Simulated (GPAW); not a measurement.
The system is AlRu.

```
CELL_PARAMETERS angstrom
2.99160 0.00000 0.00000
0.00000 2.99160 0.00000
0.00000 0.00000 2.99160
ATOMIC_POSITIONS crystal
Ru 0.50000 0.50000 0.50000
Al 0.00000 0.00000 0.00000
```

| Quantity | Value |
| --- | --- |
| Program | GPAW 26.7.0 |
| Task | relaxation of cell and atoms |
| Functional | PBEsol |
| Dispersion | D3(BJ)+ATM |
| Potentials or basis | PAW data sets generated in the run's folder for this functional |
| Cutoff | 600 eV |
| Basis | pw |
| k mesh | 9 × 9 × 9 |
| Occupations | fermi-dirac, width 0.05 eV |
| Spin | no spin polarisation |

At the start: pressure -7.2 GPa; volume 13.39 Å³/atom.

Question: How do energy, volume and symmetry change on relaxing?

Answer: Over 3 steps the energy falls by 9.9 meV/atom and the volume is 12.94 Å³/atom (-3.4 %); space group Pm-3m (No. 221, to 0.05 Å).

The path:
```tsv
step	energy change (eV)	largest force (eV/Å)	pressure (GPa)	volume (Å³)
1	0.0000	0.0000	-7.18	26.77
2	-0.0124	0.0000	-4.54	26.43
3	-0.0198	0.0000	0.20	25.87
```

Final structure:
```
Ru Al
1.0
     2.95767    0.00000    0.00000
     0.00000    2.95767    0.00000
     0.00000    0.00000    2.95767
Ru Al
1 1
Direct
  0.50000 0.50000 0.50000
  0.00000 0.00000 0.00000
```

Caveat: later steps reuse the first step's grids; pairwise dispersion overbinds metals, which lowers pressure and volume.
